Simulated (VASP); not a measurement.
# Nb5N4 in VASP: notebook, part 2 of 2

VASP 6.6.1.

## Step 4: Single point, PBE

This run uses another cell than the first one, of 21.76 Å³/atom, 1.236 times its volume.

INCAR

```
SYSTEM = Nb5N4
ALGO     = Normal         ! electronic algorithm
DIPOL    = 0.5 0.5 0.500
EDIFF    = 1E-6           ! SCF threshold, eV
ENCUT    = 900            ! plane-wave cutoff, eV
GGA      = PE             ! functional
IDIPOL   = 3            
ISIF     = 2              ! what is computed and relaxed
ISMEAR   = -1             ! smearing method
LASPH    = .TRUE.         ! aspherical terms in the spheres
LCHARG   = .FALSE.        ! write CHGCAR
LDIPOL   = .TRUE.       
LREAL    = .FALSE.        ! projectors in reciprocal space
LWAVE    = .FALSE.        ! write WAVECAR
NELM     = 60             ! most SCF steps
PREC     = Accurate       ! precision mode
SIGMA    = 0.05           ! smearing width, eV
```

KPOINTS

```
k-points
0
G
  7 7 1
  0 0 0
```

POSCAR

```
Nb5N4
1.0
    2.9399979705      0.0000000000      0.0000000000
   -1.4699989852      2.5461129295      0.0000000000
    0.0000000000      0.0000000000     26.1600000000
Nb N
5 4
Direct
    0.0000000000      0.0000000000      0.2866972477
    0.0000000000      0.0000000000      0.3933486239
    0.0000000000      0.0000000000      0.5000000000
    0.0000000000      0.0000000000      0.6066513761
    0.0000000000      0.0000000000      0.7133027523
    0.6666666667      0.3333333334      0.3400229358
    0.6666666667      0.3333333334      0.4466743119
    0.6666666667      0.3333333334      0.5533256881
    0.6666666667      0.3333333334      0.6599770642
```

Potentials or basis: VASP PAW PBE potentials, release 64 (Nb_sv_GW, N_GW).

Run with:

```console
$ cat potpaw_PBE.64/Nb_sv_GW/POTCAR potpaw_PBE.64/N_GW/POTCAR > POTCAR
$ mpirun -np 1 vasp_std > vasp.out
```

OUTCAR:

```text
SYSTEM = Nb5N4
   EDIFF = 1E-6
   ENCUT = 900
   GGA = PE
   ISIF = 2
   ISMEAR = -1
   LASPH = .TRUE.
   LREAL = .FALSE.
   NELM = 60
   PREC = Accurate

 ion  position               nearest neighbor table
   1  0.000  0.000  0.287-   6 2.20   6 2.20   6 2.20
   2  0.000  0.000  0.393-   7 2.20   7 2.20   7 2.20   6 2.20   6 2.20   6 2.20
   3  0.000  0.000  0.500-   7 2.20   8 2.20   7 2.20   8 2.20   7 2.20   8 2.20
   4  0.000  0.000  0.607-   8 2.20   8 2.20   8 2.20   9 2.20   9 2.20   9 2.20
   5  0.000  0.000  0.713-   9 2.20   9 2.20   9 2.20
   6  0.667  0.333  0.340-   1 2.20   2 2.20   1 2.20   2 2.20   1 2.20   2 2.20
   7  0.667  0.333  0.447-   2 2.20   2 2.20   2 2.20   3 2.20   3 2.20   3 2.20
   8  0.667  0.333  0.553-   4 2.20   4 2.20   4 2.20   3 2.20   3 2.20   3 2.20
   9  0.667  0.333  0.660-   4 2.20   5 2.20   4 2.20   5 2.20   4 2.20   5 2.20

  LATTYP: Found a hexagonal cell.
 ALAT       =     2.9399979705
 C/A-ratio  =     8.8979653260

  Lattice vectors:

 A1 = (   2.9399979705,   0.0000000000,   0.0000000000)
 A2 = (  -1.4699989852,   2.5461129295,   0.0000000000)
 A3 = (   0.0000000000,   0.0000000000,  26.1600000000)

Analysis of symmetry for initial positions (statically):
=====================================================================
 Subroutine PRICEL returns:
 Original cell was already a primitive cell.

 Routine SETGRP: Setting up the symmetry group for a
 hexagonal supercell.

 Subroutine GETGRP returns: Found 12 space group operations
 (whereof 12 operations were pure point group operations)
 out of a pool of 24 trial point group operations.

The static configuration has the point symmetry D_3h.

Analysis of symmetry for dynamics (positions and initial velocities):
=====================================================================
 Subroutine PRICEL returns:
 Original cell was already a primitive cell.
[... 134 lines left out ...]
   LEPSILON=     F    determine dielectric tensor
   LRPA    =     F    only Hartree local field effects (RPA)
 non-spin polarized calculation
  energy-cutoff  :      900.00
  volume of cell :      195.82
 maximum number of plane-waves:     12051
 NGX is ok and might be reduce to    30
   NGX = 15   NGY = 15   NGZ =127

 number of electron      85.0000001 magnetization

 dipolmoment           0.000000      0.000000     -0.000000 electrons x Angstroem

 Free energy of the ion-electron system (eV)
  ---------------------------------------------------
  ext. energy  EPLUGINS =         0.00000000
  ---------------------------------------------------
  free energy    TOTEN  =       -97.12497998 eV

  energy without entropy =      -97.11651374  energy(sigma->0) =      -97.12074686

 E-fermi :   4.2013     XC(G=0):  -7.7129

 val. band max:        4.0456694843   @ k =   0.0000   0.0000   0.0000
 cond. band min:       4.3268305134   @ k =   0.0000   0.0000   0.0000
 fundamental gap:      0.2811610291
 Fermi energy:         4.2012693553

 k-point     1 :       0.0000    0.0000    0.0000
  band No.  band energies     occupation
      1     -51.2936      2.00000
      2     -51.2560      2.00000
      3     -51.1736      2.00000
      4     -50.7805      2.00000
      5     -50.7805      2.00000
      6     -28.2002      2.00000
[... 421 lines left out ...]
     50       7.5075      0.00000
     51       7.5603      0.00000

------------------------ aborting loop because EDIFF is reached ----------------------------------------

 vacuum level on the upper side and lower side of the slab       (xc-potential included)        -0.265        -0.265

  FORCE on cell =-STRESS in cart. coord.  units (eV):
  Direction    XX          YY          ZZ          XY          YZ          ZX
  --------------------------------------------------------------------------------------
  -------------------------------------------------------------------------------------
  Total        2.4952548      2.4952548     14.1677563      0.0000000     -0.0000000     -0.0000000
  in kB       20.4156425     20.4156425    115.9175592      0.0000000     -0.0000000     -0.0000000
  external PRESSURE =      52.2496147 kB  Pullay stress =       0.0000000 kB

 VOLUME and BASIS-vectors are now :
 -----------------------------------------------------------------------------
  energy-cutoff  :      900.00
  volume of cell :      195.82
      direct lattice vectors                 reciprocal lattice vectors
     2.939997970  0.000000000  0.000000000     0.340136289  0.196377778  0.000000000
    -1.469998985  2.546112930  0.000000000     0.000000000  0.392755556  0.000000000
     0.000000000  0.000000000 26.160000000     0.000000000  0.000000000  0.038226300

 POSITION                                       TOTAL-FORCE (eV/Angst)
 -----------------------------------------------------------------------------------
      0.00000      0.00000      7.50000        -0.000000      0.000000     -1.155994
      0.00000      0.00000     10.29000        -0.000000      0.000000     -0.495770
      0.00000      0.00000     13.08000         0.000000      0.000000      0.000000
      0.00000      0.00000     15.87000        -0.000000      0.000000      0.495770
      0.00000      0.00000     18.66000        -0.000000      0.000000      1.155994
      1.47000      0.84870      8.89500         0.000000     -0.000000      0.158539
      1.47000      0.84870     11.68500         0.000000     -0.000000      0.019329
      1.47000      0.84870     14.47500        -0.000000     -0.000000     -0.019329
      1.47000      0.84870     17.26500        -0.000000      0.000000     -0.158539
 -----------------------------------------------------------------------------------
    total drift:                                0.000000     -0.000000      0.000000

  FREE ENERGIE OF THE ION-ELECTRON SYSTEM (eV)
  ---------------------------------------------------
  free  energy   TOTEN  =       -97.1249799784 eV

  energy  without entropy=      -97.1165137385  energy(sigma->0) =      -97.12074686

 vacuum level on the upper side and lower side of the slab         8.872         8.872
```

It took 8.8 min on 1 thread of Intel Xeon Platinum 8559C (Emerald Rapids), shared host; peak memory 0.6 GiB.

Results:

| Quantity | Value |
| --- | --- |
| Free energy | -97.1250 eV |
| Largest force | 1.156 eV/Å |
| Band gap on the k mesh | none (metal or under the smearing width) |

Forces on the atoms (eV/Å):
```
Nb   0.000  0.000 -1.156
Nb   0.000  0.000 -0.496
Nb   0.000  0.000  0.000
Nb   0.000  0.000  0.496
Nb   0.000  0.000  1.156
N    0.000  0.000  0.159
N    0.000  0.000  0.019
N    0.000  0.000 -0.019
N    0.000  0.000 -0.159
```

## Step 5: Single point, PBE

This run uses another cell than the first one, of 21.76 Å³/atom, 1.236 times its volume.

INCAR is that of step 4.

KPOINTS is that of step 4.

POSCAR is that of step 4.

Potentials or basis: VASP PAW PBE potentials, release 64 (Nb_sv, N_h).

Run with:

```console
$ cat potpaw_PBE.64/Nb_sv/POTCAR potpaw_PBE.64/N_h/POTCAR > POTCAR
$ mpirun -np 1 vasp_std > vasp.out
```

Wall time 4.8 min (1 thread of Intel Xeon Platinum 8559C (Emerald Rapids), shared host); peak memory 0.56 GiB.

The run converged. Its results:

```
Free energy            : -90.8450 eV
Largest force          : 1.129 eV/Å
Band gap on the k mesh : none (metal or under the smearing width)
```

Forces in eV/Å, atoms in the order of the input:
```
Nb   0.000  0.000 -1.129
Nb   0.000  0.000 -0.495
Nb   0.000  0.000  0.000
Nb   0.000  0.000  0.495
Nb   0.000  0.000  1.129
N    0.000  0.000  0.160
N    0.000  0.000  0.019
N    0.000  0.000 -0.019
N    0.000  0.000 -0.160
```

Levels at points of the mesh, in eV from the Fermi level:
```
           k point  band 39  band 40  band 41  band 42  band 43  band 44  band 45  band 46  band 47  band 48
(0.00, 0.00, 0.00)    -0.66    -0.64    -0.23    -0.15    -0.15     0.13     0.13     0.51     0.51     1.18
```

Caveat: the cutoff is under 1.25 times the usual one of these potentials, so pressure, stress and relaxed cells hold a basis-set (Pulay) error.

## Step 6: Single point, PBE

This run uses another cell than the first one, of 21.76 Å³/atom, 1.236 times its volume.

INCAR is that of step 5.

KPOINTS is that of step 5.

POSCAR is that of step 5.

Potentials or basis: VASP PAW PBE potentials, release 64 (Nb_sv, N_s).

Run with:

```console
$ cat potpaw_PBE.64/Nb_sv/POTCAR potpaw_PBE.64/N_s/POTCAR > POTCAR
$ mpirun -np 1 vasp_std > vasp.out
```

Wall time 5.6 min (1 thread of Intel Xeon Platinum 8559C (Emerald Rapids), shared host); peak memory 0.54 GiB.

Results (log left out):

* Free energy: -90.8413 eV
* Largest force: 1.134 eV/Å
* Band gap on the k mesh: none (metal or under the smearing width)

Forces in eV/Å, atoms in the order of the input:
```
Nb   0.000  0.000 -1.134
Nb   0.000  0.000 -0.494
Nb   0.000  0.000  0.000
Nb   0.000  0.000  0.494
Nb   0.000  0.000  1.134
N    0.000  0.000  0.162
N    0.000  0.000  0.019
N    0.000  0.000 -0.019
N    0.000  0.000 -0.162
```

Levels at points of the mesh, in eV from the Fermi level:
```csv
k point,band 40,band 41,band 42,band 43,band 44,band 45,band 46,band 47
"(0.00, 0.00, 0.00)",-0.64,-0.23,-0.15,-0.15,0.13,0.13,0.51,0.51
```

## Step 7: Overview

```csv
potentials or basis,gap on the mesh (eV),largest force (eV/Å)
"VASP PAW PBE potentials, release 64 (Nb_sv_GW, N_GW)",none,1.16
"VASP PAW PBE potentials, release 64 (Nb_sv, N_h)",none,1.13
"VASP PAW PBE potentials, release 64 (Nb_sv, N_s)",none,1.13
```

Alike in all rows: task single point; level PBE; no spin polarisation; cell as given; k mesh 7 × 7 × 1; cutoff (eV) 900; smearing fermi-dirac 0.05 eV.

Caveats: the cutoff is under 1.25 times the usual one of these potentials, so pressure, stress and relaxed cells hold a basis-set (Pulay) error (some runs).

Absolute energies hang on the potentials; compare differences alone.
